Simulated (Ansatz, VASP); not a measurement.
Two plane-wave programs on Al3Cu

```
CELL_PARAMETERS angstrom
3.92415 0.00000 0.00000
0.00000 3.92415 0.00000
0.00000 0.00000 3.92415
ATOMIC_POSITIONS crystal
Al 0.00000 0.50000 0.50000
Al 0.50000 0.00000 0.50000
Al 0.50000 0.50000 0.00000
Cu 0.00000 0.00000 0.00000
```

The cell comes from a database or a generator and needn't be the stable form of this composition.

Alike in both runs: task single point; functional LDA; k mesh 6 × 6 × 6; no spin polarisation.

|  | VASP | Ansatz |
| --- | --- | --- |
| version | VASP 6.6.1 | Ansatz 0.2.0 |
| potentials or method | VASP PAW LDA potentials, release 64 (Al, Cu) | plane waves, PAW |
| plane-wave cutoff (eV) | 520 | 510 |
| occupations | methfessel-paxton of order 1, width 0.1 eV | cold, width 0.1 eV |
| valence electrons in the cell | 20 | 28 |

VASP gave:

* gap on the k mesh at the Fermi level (eV): none
* pressure (GPa): -5.0

Task: What did Ansatz give for the same quantities?

Result: gap on the k mesh at the Fermi level (eV): none; pressure (GPa): -5.2.

A gap of «none» marks a metal or a gap that the smearing closes. The two sets of potentials don't hold the same shells in valence. Ansatz warned: «stress_scf_threshold_loose».
